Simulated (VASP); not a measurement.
# RbBr (I-4m2) in VASP: notebook

The runs below take RbBr through single point, with HSE06, PBE.

Everything below comes from runs of VASP 6.6.1. Logs are shortened: lines on timing, memory, paths and dates and some standing lists are left out, and cuts for length are marked.

### Step 1. The cell of the first run

The structure is tetragonal, space group I-4m2 (No. 119). Conventional cell: a = 5.330 Å, b = 5.330 Å, c = 7.739 Å, α = 90.00°, β = 90.00°, γ = 90.00°. Rb (site symmetry -4m2) has 4 Br at 3.29 Å as nearest neighbours. Br (site symmetry -4m2) has 4 Rb at 3.29 Å as nearest neighbours.

The cell was built by a generator and needn't be a form met in nature.

### Step 2. Single point, HSE06 (biaxial_xy strain -2.6%)

File POSCAR:

```
RbBr
1.0
    0.0000000000      3.7688899461      3.8694968646
    3.7688899461      0.0000000000      3.8694968646
    3.7688899461      3.7688899461      0.0000000000
Rb Br
1 1
Direct
    0.0000000000      0.0000000000      0.0000000000
    0.2500000000      0.2500000000      0.2500000000
```

File INCAR.step1:

```
SYSTEM = RbBr
ALGO     = Normal         ! electronic algorithm
EDIFF    = 1E-5           ! SCF threshold, eV
ENCUT    = 520            ! plane-wave cutoff, eV
GGA      = PE             ! functional
ISIF     = 2              ! what is computed and relaxed
ISMEAR   = 0              ! smearing method
LASPH    = .True.         ! aspherical terms in the spheres
LCHARG   = .False.        ! write CHGCAR
LREAL    = .False.        ! projectors in reciprocal space
LWAVE    = .True.         ! write WAVECAR
NBANDS   = 15             ! bands
NELM     = 100            ! most SCF steps
PREC     = Accurate       ! precision mode
SIGMA    = 0.01           ! smearing width, eV
```

File INCAR.step2:

```
SYSTEM = RbBr
ALGO     = Normal         ! electronic algorithm
EDIFF    = 1E-6           ! SCF threshold, eV
ENCUT    = 520            ! plane-wave cutoff, eV
GGA      = PE             ! functional
HFSCREEN = 0.2079         ! screening, 1/A
ISIF     = 2              ! what is computed and relaxed
ISMEAR   = 0              ! smearing method
ISTART   = 1            
LASPH    = .True.         ! aspherical terms in the spheres
LCHARG   = .False.        ! write CHGCAR
LHFCALC  = .True.         ! exact exchange
LREAL    = .False.        ! projectors in reciprocal space
LWAVE    = .False.        ! write WAVECAR
NBANDS   = 15             ! bands
NELM     = 100            ! most SCF steps
PREC     = Accurate       ! precision mode
PRECFOCK = Normal       
SIGMA    = 0.01           ! smearing width, eV
```

File KPOINTS:

```
k-points
0
Gamma
  4 4 4
  0 0 0
```

Potentials or basis: VASP PAW PBE potentials, release 64 (Rb_sv, Br).

On the command line:

```sh
> cat potpaw_PBE.64/Rb_sv/POTCAR potpaw_PBE.64/Br/POTCAR > POTCAR
> cp INCAR.step1 INCAR
> mpirun -np 1 vasp_std > vasp.out
> cp INCAR.step2 INCAR
> mpirun -np 1 vasp_std > vasp.out
```

OUTCAR:

```text
SYSTEM = RbBr
   EDIFF = 1E-6
   ENCUT = 520
   GGA = PE
   HFSCREEN = 0.2079
   ISIF = 2
   ISMEAR = 0
   ISTART = 1
   LASPH = .True.
   LHFCALC = .True.
   LREAL = .False.
   NELM = 100
   PREC = Accurate
   PRECFOCK = Normal

 ion  position               nearest neighbor table
   1  0.000  0.000  0.000-   2 3.29   2 3.29   2 3.29   2 3.29
   2  0.250  0.250  0.250-   1 3.29   1 3.29   1 3.29   1 3.29

  LATTYP: Found a body centered tetragonal cell.
 ALAT       =     5.3300152769
 C/A-ratio  =     1.4519646431

  Lattice vectors:

 A1 = (  -3.7688899461,   0.0000000000,   3.8694968646)
 A2 = (   3.7688899461,   0.0000000000,   3.8694968646)
 A3 = (   0.0000000000,   3.7688899461,  -3.8694968646)

Analysis of symmetry for initial positions (statically):
=====================================================================
 Subroutine PRICEL returns:
 Original cell was already a primitive cell.

 Routine SETGRP: Setting up the symmetry group for a
 body centered tetragonal supercell.

 Subroutine GETGRP returns: Found  8 space group operations
 (whereof  8 operations were pure point group operations)
 out of a pool of 16 trial point group operations.

The static configuration has the point symmetry D_2d.

Analysis of symmetry for dynamics (positions and initial velocities):
=====================================================================
 Subroutine PRICEL returns:
 Original cell was already a primitive cell.

 Routine SETGRP: Setting up the symmetry group for a
 body centered tetragonal supercell.

 Subroutine GETGRP returns: Found  8 space group operations
 (whereof  8 operations were pure point group operations)
 out of a pool of 16 trial point group operations.

The dynamic configuration has the point symmetry D_2d.

 Subroutine INISYM returns: Found  8 space group operations
 (whereof  8 operations are pure point group operations),
 and found     1 'primitive' translations

----------------------------------------------------------------------------------------

                                     Primitive cell

  volume of cell :     109.9288

  direct lattice vectors                    reciprocal lattice vectors
     0.000000000  3.768889946  3.869496865    -0.132665057  0.132665057  0.129215766
     3.768889946  0.000000000  3.869496865     0.132665057 -0.132665057  0.129215766
     3.768889946  3.768889946  0.000000000     0.132665057  0.132665057 -0.129215766

  length of vectors
     5.401623590  5.401623590  5.330015277     0.227808579  0.227808579  0.227808579

[... 89 lines left out ...]
  volume/ion in A,a.u.               =      54.96       370.92
  Fermi-wavevector in a.u.,A,eV,Ry     =   0.861148  1.627333 10.089747  0.741576
  Thomas-Fermi vector in A             =   1.978758
   LORBIT       =      0    0 simple, 1 ext, 2 COOP (PROOUT), +10 PAW based schemes
   GGA     = PE    functional components
   LHFCALC =     T    Hartree Fock is set to
   PRECFOCK=normal    Normal, Fast or Accurate (Low or Medium for compatibility)
   ENCUT4O =  -1.0   cutoff for four orbital integrals eV
   NKREDX  =     1    reduce k-point grid by
   NKREDY  =     1    reduce k-point grid by
   NKREDZ  =     1    reduce k-point grid by
   AEXX    =    0.2500 exact exchange contribution
   HFSCREEN=    0.2079 screening length (either q_TF or 0.3 A-1)
   HFSCREENC=   0.2079 screening length for correlation (either q_TF or 0.3 A-1)
   ENCUTFOCK=  -1.0 apply spherical cutoff to Coloumb kernel
   IVDW    =     0    specifies the selected vdW correction
   LEPSILON=     F    determine dielectric tensor
   LRPA    =     F    only Hartree local field effects (RPA)
 non-spin polarized calculation
 Gauss-broadening in eV      SIGMA  =   0.01
  energy-cutoff  :      520.00
  volume of cell :      109.93
 maximum number of plane-waves:      2994
  NGX = 32; NGY = 32; NGZ = 30

 number of electron      16.0000001 magnetization

 Free energy of the ion-electron system (eV)
  ---------------------------------------------------
  ext. energy  EPLUGINS =         0.00000000
  ---------------------------------------------------
  free energy    TOTEN  =        -6.86315701 eV

  energy without entropy =       -6.86315701  energy(sigma->0) =       -6.86315701

 E-fermi :  -3.7649     XC(G=0):  -4.9896

 val. band max:       -3.8091735714   @ k =   0.5000   0.5000   0.0000
 cond. band min:       1.4344130295   @ k =   0.0000   0.0000   0.0000
 fundamental gap:      5.2435866010
 Fermi energy:        -3.7649151900

 k-point     1 :       0.0000    0.0000    0.0000
  band No.  band energies     occupation
      1     -29.9580      2.00000
      2     -16.7255      2.00000
      3     -12.9141      2.00000
      4     -12.9141      2.00000
      5     -12.9126      2.00000
      6      -3.9389      2.00000
      7      -3.9310      2.00000
      8      -3.9310      2.00000
      9       1.4344      0.00000
     10       5.6441      0.00000
     11       5.8438      0.00000
     12       6.6480      0.00000
     13       6.8018      0.00000
     14       6.8018      0.00000
[... 203 lines left out ...]
      2     -16.7975      2.00000
      3     -12.9729      2.00000
      4     -12.9534      2.00000
      5     -12.7848      2.00000
      6      -4.1150      2.00000
      7      -3.9747      2.00000
      8      -3.8272      2.00000
      9       3.3837      0.00000
     10       4.1237      0.00000
     11       6.0678      0.00000
     12       6.2342      0.00000
     13       6.4842      0.00000
     14       6.9163      0.00000
     15       7.8516      0.00000

------------------------ aborting loop because EDIFF is reached ----------------------------------------

  FORCE on cell =-STRESS in cart. coord.  units (eV):
  Direction    XX          YY          ZZ          XY          YZ          ZX
  --------------------------------------------------------------------------------------
  -------------------------------------------------------------------------------------
  Total        0.4048412      0.4048412      0.4092758      0.0000000     -0.0000000     -0.0000000
  in kB        5.9004325      5.9004325      5.9650657      0.0000000     -0.0000000     -0.0000000
  external PRESSURE =       5.9219769 kB  Pullay stress =       0.0000000 kB

 VOLUME and BASIS-vectors are now :
 -----------------------------------------------------------------------------
  energy-cutoff  :      520.00
  volume of cell :      109.93
      direct lattice vectors                 reciprocal lattice vectors
     0.000000000  3.768889946  3.869496865    -0.132665057  0.132665057  0.129215766
     3.768889946  0.000000000  3.869496865     0.132665057 -0.132665057  0.129215766
     3.768889946  3.768889946  0.000000000     0.132665057  0.132665057 -0.129215766

 POSITION                                       TOTAL-FORCE (eV/Angst)
 -----------------------------------------------------------------------------------
      0.00000      0.00000      0.00000         0.000000      0.000000      0.000000
      1.88444      1.88444      1.93475        -0.000000     -0.000000     -0.000000
 -----------------------------------------------------------------------------------
    total drift:                                0.000001      0.000001      0.000000

  FREE ENERGIE OF THE ION-ELECTRON SYSTEM (eV)
  ---------------------------------------------------
  free  energy   TOTEN  =        -6.8631570055 eV

  energy  without entropy=       -6.8631570055  energy(sigma->0) =       -6.86315701
```

OSZICAR.step1:

```text
N       E                     dE             d eps       ncg     rms          rms(c)
DAV:   1     0.897324475577E+02    0.89732E+02   -0.61075E+03   390   0.870E+02
DAV:   2     0.196658030110E+01   -0.87766E+02   -0.80683E+02   540   0.158E+02
DAV:   3    -0.598959485822E+01   -0.79562E+01   -0.79211E+01   523   0.498E+01
DAV:   4    -0.628694783109E+01   -0.29735E+00   -0.29732E+00   585   0.873E+00
DAV:   5    -0.628925146498E+01   -0.23036E-02   -0.23036E-02   544   0.808E-01    0.307E+00
DAV:   6    -0.593211245276E+01    0.35714E+00   -0.44229E-01   474   0.273E+00    0.203E+00
DAV:   7    -0.588493619377E+01    0.47176E-01   -0.22948E-01   530   0.200E+00    0.101E+00
DAV:   8    -0.590659424293E+01   -0.21658E-01   -0.23585E-02   468   0.818E-01    0.146E-01
DAV:   9    -0.590946428466E+01   -0.28700E-02   -0.27878E-03   432   0.250E-01    0.116E-01
DAV:  10    -0.591109898407E+01   -0.16347E-02   -0.11070E-03   390   0.202E-01    0.202E-02
DAV:  11    -0.591112929258E+01   -0.30309E-04   -0.97662E-05   516   0.530E-02    0.859E-03
DAV:  12    -0.591114023375E+01   -0.10941E-04   -0.18594E-05   374   0.331E-02    0.279E-03
DAV:  13    -0.591114042933E+01   -0.19558E-06   -0.47325E-07   370   0.427E-03
   1 F= -.59111404E+01 E0= -.59111404E+01  d E =-.159785E-27
```

Wall time 17 min (1 thread of Intel Xeon Platinum 8488C (Sapphire Rapids), shared host); peak memory 0.35 GiB.

Results:

```yaml
Free_energy: -6.8632 eV
Pressure: 0.6 GPa
Band_gap_on_the_k_mesh: 5.24 eV, indirect (least direct gap 5.37 eV)
```

Levels at points of the mesh, in eV from the valence-band top:
```
           k point  band 5  band 6  band 7  band 8  band 9  band 10  band 11  band 12
(0.00, 0.00, 0.00)   -9.10   -0.13   -0.12   -0.12    5.24     9.45     9.65    10.46
(0.50, 0.00, 0.00)   -9.04   -0.34   -0.08   -0.06    7.58     7.70     9.08     9.18
(0.50, 0.50, 0.00)   -8.97   -0.47    0.00    0.00    7.03     7.92     9.98    10.52
(0.50, 0.00, 0.50)   -8.99   -0.45   -0.02   -0.01    7.07     7.94    10.12    10.46
```

Caveat: the PAW data sets were made with another functional, which shifts forces and pressure a little. A k mesh can miss the band edges.

### Step 3. Single point, PBE (biaxial_xy strain -2.6%)

File INCAR:

```
SYSTEM = RbBr
ALGO = Normal ; EDIFF = 1E-6
ENCUT = 520 ; GGA = PE
ISIF = 2 ; ISMEAR = -1
LASPH = .TRUE. ; LCHARG = .TRUE.
LELF = .TRUE. ; LREAL = .FALSE.
LVHAR = .TRUE. ; LWAVE = .FALSE.
NBANDS = 15 ; NELM = 100
PREC = Accurate ; SIGMA = 0.02
```

File KPOINTS:

```
k-points
0
G
  6 6 6
  0 0 0
```

POSCAR is that of step 2.

Potentials or basis: VASP PAW PBE potentials, release 64 (Rb_sv, Br).

On the command line:

```sh
> cat potpaw_PBE.64/Rb_sv/POTCAR potpaw_PBE.64/Br/POTCAR > POTCAR
> mpirun -np 1 vasp_std > vasp.out
```

Run time: 58 s. Hardware: 1 thread of Intel Xeon Platinum 8488C (Sapphire Rapids), shared host; peak memory 0.25 GiB.

Results (log left out):

* Free energy: -5.9112 eV
* Pressure: 0.7 GPa
* Band gap on the k mesh: 4.14 eV, indirect (least direct gap 4.26 eV)

Levels at points of the mesh, in eV from the valence-band top:
```tsv
k point	band 4	band 5	band 6	band 7	band 8	band 9	band 10	band 11	band 12	band 13
(0.00, 0.00, 0.00)	-8.60	-8.59	-0.13	-0.12	-0.12	4.14	8.13	8.32	9.17	9.32
(0.50, 0.00, 0.00)	-8.61	-8.54	-0.34	-0.08	-0.06	6.41	6.58	7.84	7.93	9.26
(0.50, 0.50, 0.00)	-8.63	-8.48	-0.46	0.00	0.00	5.93	6.77	8.65	9.14	9.19
(0.50, 0.00, 0.50)	-8.63	-8.49	-0.45	-0.02	-0.01	5.97	6.79	8.77	9.14	9.22
```
